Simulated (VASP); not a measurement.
MgS, 2 atoms in the cell. The typed cell holds 2 atoms: a = 3.828 Å, b = 3.744 Å, c = 3.775 Å, α = 59.44°, β = 60.18°, γ = 60.82°. The cell was built by a generator and needn't be a form met in nature.

```yaml
Program: VASP 6.6.1
Task: single point
Functional: r2SCAN
Potentials_or_basis: VASP PAW PBE potentials, release 64 (S, Mg)
Cutoff: 520 eV
k_mesh: 6 × 6 × 6
Occupations: fermi-dirac, width 0.053 eV
Spin: no spin polarisation
Dipole_correction: no
Further_INCAR_settings: ALGO = Normal; EDIFF = 1e-07; NBANDS = 11
```

Potentials or basis: VASP PAW PBE potentials, release 64 (S, Mg).

Run with:

```bash
$ cat potpaw_PBE.64/S/POTCAR potpaw_PBE.64/Mg/POTCAR > POTCAR
$ cp INCAR.step1 INCAR
$ mpirun -np 1 vasp_std > vasp.out
$ cp INCAR.step2 INCAR
$ mpirun -np 1 vasp_std > vasp.out
```

Hardware: 1 thread of Intel(R) Xeon(R) 6975P-C (Granite Rapids), on a shared host.

Question: How long does it take, and how much memory?

Answer: Wall time 82 s on 1 thread of Intel(R) Xeon(R) 6975P-C (Granite Rapids), on a shared host, peak memory 0.19 GiB. Counts: scf iterations 11, k points 112.
